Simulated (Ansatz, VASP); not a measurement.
# One calculation of Mg, two programs

Contents of INCAR:

```
SYSTEM = Mg
  ALGO = Normal
  EDIFF = 1E-6
  ENCUT = 520
  GGA = PE
  ISIF = 2
  ISMEAR = 0
  LASPH = .TRUE.
  LCHARG = .FALSE.
  LREAL = .FALSE.
  LWAVE = .FALSE.
  NBANDS = 10
  NELM = 100
  PREC = Accurate
  SIGMA = 0.15
```

KPOINTS

```
k-points
0
G
  18 18 18
  0 0 0
```

POSCAR

```
Mg
1.0
    1.6017208966      0.9247539908      7.7604158681
   -1.6017208966      0.9247539908      7.7604158681
    0.0000000000     -1.8495079816      7.7604158681
Mg
3
Direct
    0.0000000000      0.0000000000      0.0000000000
    0.2220330183      0.2220330183      0.2220330183
    0.7779669817      0.7779669817      0.7779669817
```

Input for Ansatz:

```yaml
crystal:
  lattice:
    - [1.6017208966, 0.9247539908, 7.7604158681]
    - [-1.6017208966, 0.9247539908, 7.7604158681]
    - [0.0, -1.8495079816, 7.7604158681]
  atoms:
    - { symbol: Mg, position: [0.0, 0.0, 0.0] }
    - { symbol: Mg, position: [0.2220330183, 0.2220330183, 0.2220330183] }
    - { symbol: Mg, position: [0.7779669817, 0.7779669817, 0.7779669817] }
basis:
  ecutwfc: 420
kpoints:
  mp_grid: { grid: [18, 18, 18] }
hamiltonian:
  xc: pbe
scf:
  occupations: { method: gaussian, width: 0.15 }
output:
  forces: true
  stress: true
  eigenvalues: true
```

This isn't the form of Mg at room conditions, which is hcp.

Alike in both runs: task single point; functional PBE; k mesh 18 × 18 × 18; occupations gaussian, width 0.15 eV; no spin polarisation.

|  | VASP | Ansatz |
| --- | --- | --- |
| version | VASP 6.6.1 | Ansatz 0.2.0 |
| potentials or method | VASP PAW PBE potentials, release 64 (Mg) | scalar-relativistic, plane waves, PAW |
| plane-wave cutoff (eV) | 520 | 420 |
| valence electrons in the cell | 6 | 30 |

VASP gave:

| Quantity | Value |
| --- | --- |
| gap on the k mesh at the Fermi level (eV) | none |
| pressure (GPa) | -0.1 |
| largest component of the traceless stress (GPa) | 0.12 |

**Question.** Which values does Ansatz return?

**Answer.** gap on the k mesh at the Fermi level (eV): none; pressure (GPa): 0.0; largest component of the traceless stress (GPa): 0.12.

A gap of «none» marks a metal or a gap that the smearing closes. The two sets of potentials don't hold the same shells in valence.
